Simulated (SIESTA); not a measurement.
Mg under changes of volume

One of the cells (23.702 Å³/atom); the others are scaled copies at fixed shape and fractional positions:

```
Mg
1.0
     3.23055    0.00000    0.00000
    -1.61528    2.79774    0.00000
     0.00000    0.00000    5.24481
Mg
2
Direct
  0.66667 0.33333 0.75000
  0.33333 0.66667 0.25000
```

* Program: SIESTA 5.4.2
* Functional: PBE
* Potentials or basis: PseudoDojo 0.4 standard (PBE files)
* Basis: DZP (energy shift 0.002 Ry)
* Grid cutoff: 800 Ry
* Energy shift: 0.002 Ry
* k mesh: 10 × 10 × 5
* Occupations: fermi-dirac, width 0.05 eV
* Spin: no spin polarisation

```csv
volume (Å³/atom),energy over the lowest point (meV/atom),pressure (GPa)
21.843,?,?
22.308,21.71,3.5
22.772,12.90,2.6
23.702,2.34,1.1
24.167,0.11,0.4
24.631,0.00,-0.2
```

Problem. What does the run at 21.843 Å³/atom give?

Solution. Energy over the lowest point 33.24 meV/atom; pressure 4.5 GPa.

Worked out: A Birch-Murnaghan fit of order 3 (a polynomial in V^(-2/3)) to the other rows has its minimum at 24.44 Å³/atom with B0 = V·E''(V) = 34 GPa (rough, since the energies scatter) at fixed shape and positions, which overstates the stiffness. It gives 33.03 meV/atom at 21.843 Å³/atom, against the run's 33.24, and -dE/dV = 4.4 GPa, against 4.5.

Energies are extrapolated to zero smearing.

Caveats: semicore shells carry a single zeta, which can move pressures by several GPa and volumes by a few percent; the basis of atomic orbitals isn't converged, which shifts pressures, moduli and gaps.
